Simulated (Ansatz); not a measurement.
**Cost and result for the equilibrium volume of CdTe**

**What was measured.** The equilibrium volume of CdTe (F-43m) is reported as 34.11 Å³/atom (arxiv:cond-mat/0608141). The runs below try to reproduce it.

```xyz
2
Lattice="0.0000 3.2050 3.2050 3.2050 0.0000 3.2050 3.2050 3.2050 0.0000" Properties=species:S:1:pos:R:3 pbc="T T T"
Te    4.8075    4.8075    4.8075
Cd    0.0000    0.0000    0.0000
```

```tsv
rung	level	program and potentials	cutoff (eV)	k mesh	smearing	task	spin	core time	chip	equilibrium volume (Å³/atom)	miss	notes
GGA + dispersion	BLYP+D4	Ansatz, Ansatz PAW	420	7 × 7 × 7	fermi-dirac 0.05	relaxation of cell and atoms	off	15 s	Intel Xeon Platinum 8488C Sapphire Rapids	35.14	+3.0 %	potentials made for PBE, which Ansatz adapts in part
GGA + dispersion	PBE+D3(BJ)	Ansatz, Ansatz PAW	420	7 × 7 × 7	fermi-dirac 0.05	equation of state	off	23 s	Arm Neoverse V1	34.60	+1.4 %	-
GGA + dispersion	revPBE+D3(BJ)	Ansatz, Ansatz PAW	420	7 × 7 × 7	fermi-dirac 0.05	relaxation of cell and atoms	off	25 s	Intel Xeon	34.14	+0.1 %	potentials made for PBE, which Ansatz adapts in part
GGA + dispersion	RPBE+D3(BJ)	Ansatz, Ansatz PAW	420	7 × 7 × 7	fermi-dirac 0.05	relaxation of cell and atoms	off	25 s	Intel Xeon	30.96	-9.2 %	potentials made for PBE, which Ansatz adapts in part
GGA	PBE	Ansatz, Ansatz PAW	420	7 × 7 × 7	fermi-dirac 0.05	relaxation of cell and atoms	off	26 s	Intel Xeon	36.22	+6.2 %	-
GGA + dispersion	revPBE+D4	Ansatz, Ansatz PAW	420	7 × 7 × 7	fermi-dirac 0.05	equation of state	off	27 s	Intel Xeon Platinum 8259CL Skylake/Cascade Lake	34.53	+1.2 %	potentials made for PBE, which Ansatz adapts in part
GGA	PBEsol	Ansatz, Ansatz PAW	420	7 × 7 × 7	fermi-dirac 0.05	relaxation of cell and atoms	off	28 s	Intel Xeon	34.16	+0.1 %	potentials made for PBE, which Ansatz adapts in part
GGA	PBEsol	Ansatz, Ansatz PAW	420	7 × 7 × 7	fermi-dirac 0.05	equation of state	SOC, no magnetisation	1.9 min	Arm Neoverse V1	34.18	+0.2 %	potentials made for PBE, which Ansatz adapts in part
hybrid	r2SCAN50	Ansatz, Ansatz PAW	500	4 × 4 × 4	fermi-dirac 0.05	equation of state	off	5.8 min	Arm Neoverse V1	34.54	+1.3 %	coarse mesh; potentials made for PBE, which Ansatz adapts in part
```

Times are single runs on shared hosts and different chips, so they are rough; meshes, cutoffs and the tasks' sizes weigh on the time. Smearing widths are in eV. Meshes differ between rows, which moves values too. Meshes are those of the run's cell of 2 atoms unless a note names another. Relaxations start from the cell shown or near it and stop with a little pressure left. The cell shown, of 32.92 Å³ an atom, is the runs' start and not the measured value. Misses use the values as printed. Runs on faulty files, with rough fits or with known faults for this quantity aren't shown.

By rung: GGA + dispersion 30.96 to 35.14; GGA 34.16 to 36.22; hybrid on coarse meshes 34.54 (Å³/atom). Measured: 34.11 Å³/atom (arxiv:cond-mat/0608141). Closest, coarse meshes and atomic bases left aside, is revPBE+D3(BJ) (+0.1 %), and PBE misses by +6.2 % on plain settings. The runs are for a static lattice, while measurements hold temperature and zero-point motion.
